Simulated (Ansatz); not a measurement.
**Ni3Ge: energy against volume and a worked fit**

```
Ge Ni
1.0
     3.53033    0.00000    0.00000
     0.00000    3.53033    0.00000
     0.00000    0.00000    3.53033
Ge Ni
1 3
Direct
  0.00000 0.00000 0.00000
  0.50000 0.50000 0.00000
  0.00000 0.50000 0.50000
  0.50000 0.00000 0.50000
```

The cell comes from a database or a generator and needn't be the stable form of this composition.

The cell was scaled at fixed shape and fractions and run with Ansatz, Ansatz PAW, cutoff 420 eV; LDA, k mesh 8 × 8 × 8 on the cell of 4 atoms, fermi-dirac occupations of 0.05 eV, collinear spin, ferromagnetic start, no spin-orbit coupling. The potentials were made for PBE. Energies are those that the program minimises, any entropy of the smearing included. For a metal such a mesh isn't converged to the digits shown. The magnetic state is the one that the start led to, which needn't be the lowest.

| V (Å³/atom) | energy over the lowest row (meV/atom) |
| --- | --- |
| 10.3399 | 5.44 |
| 10.5599 | 0.00 |
| 10.7799 | 1.56 |
| 10.9999 | ? |
| 11.2199 | 22.59 |
| 11.4399 | 40.69 |
| 11.6599 | 63.11 |

Fit the third-order Birch-Murnaghan form, give V0, B0 and B′, and predict the energy left open.

With y = (V0/V)^(2/3), E = E0 + (9 V0 B0/16) [(y - 1)³ B′ + (y - 1)² (6 - 4y)]. Least squares through the rows shown give V0 = 10.6173 Å³/atom, E0 = -0.23 meV, B0 = 238.2 GPa (1 eV/Å³ = 160.218 GPa) and B′ = 4.88, with a largest miss of 0.01 meV. At V = 10.9999 the form with these constants gives 9.33 meV; the run gave 9.32 meV an atom. Other set-ups at this level, from all their volumes (Å³/atom, GPa): Ansatz, all-electron LAPW, scalar-relativistic: V0 10.615, B0 238.3.

The minimum lies at 10.6173 Å³/atom, well below the volume of the supplied cell, and the curve is steeper on compression than on expansion. This asymmetry, expressed by the positive B′, reflects the rapid rise of kinetic energy and core-valence repulsion as the atoms approach, while the bonding weakens more gradually as they separate. The high bulk modulus fits a close-packed, nickel-rich metal in which Ni d states bond with each other and with Ge p states.

Compared with the real compound, the volume is probably too small and the lattice too stiff, the usual result of LDA overbinding in late 3d metals. The close match with the all-electron values suggests that the PAW potentials add little to this error in either quantity. The omitted energy is reproduced almost exactly, but it lies inside the fitted range, so it confirms a smooth curve rather than the form's reliability under strong compression. Uniform scaling also leaves the resistance to shear undetermined.
